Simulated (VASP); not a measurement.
**BN (measured structure): one r²SCAN single-point calculation in two programs**

```
B N
1.0
     2.54395    0.00000    0.00000
    -1.27197    2.20312    0.00000
     0.00000    0.00000    4.20782
B N
2 2
Direct
  0.66667 0.33333 0.00020
  0.33333 0.66667 0.50020
  0.66667 0.33333 0.37480
  0.33333 0.66667 0.87480
```

Each program uses its own PAW datasets. VASP's cell holds 16 valence electrons and Ansatz's 16. Ansatz's stress includes a Pulay correction; VASP's doesn't.

Cutoffs: 520 eV in VASP, 500 eV in Ansatz. k meshes: 12×12×6 and 12×12×6.

|  | VASP | Ansatz |
| --- | --- | --- |
| gap between bands v and c | 5.72 eV | 5.75 eV |
| least direct gap | 8.97 eV | 9.00 eV |
| pressure | 1.1 GPa | 0.0 GPa |

Band v is the last that the valence electrons fill when counted band by band, and c is the next. Levels in eV from the top of v, Ansatz:

```tsv
point	v−1	v	c	c+1
Γ	0.00	0.00	9.12	9.12
M	-4.52	-2.20	7.32	8.62
K	-5.63	-5.63	5.75	14.46
A	-1.22	-1.22	10.25	10.25
L	-3.72	-3.72	7.21	7.21
H	-3.15	-3.15	10.04	10.04
```

VASP:

| point | v−1 | v | c | c+1 |
| --- | --- | --- | --- | --- |
| Γ | 0.00 | 0.00 | 9.08 | 9.08 |
| M | -4.53 | -2.20 | 7.30 | 8.60 |
| K | -5.63 | -5.63 | 5.72 | 14.44 |
| A | -1.22 | -1.22 | 10.25 | 10.25 |
| L | -3.73 | -3.73 | 7.20 | 7.20 |
| H | -3.16 | -3.16 | 10.03 | 10.03 |
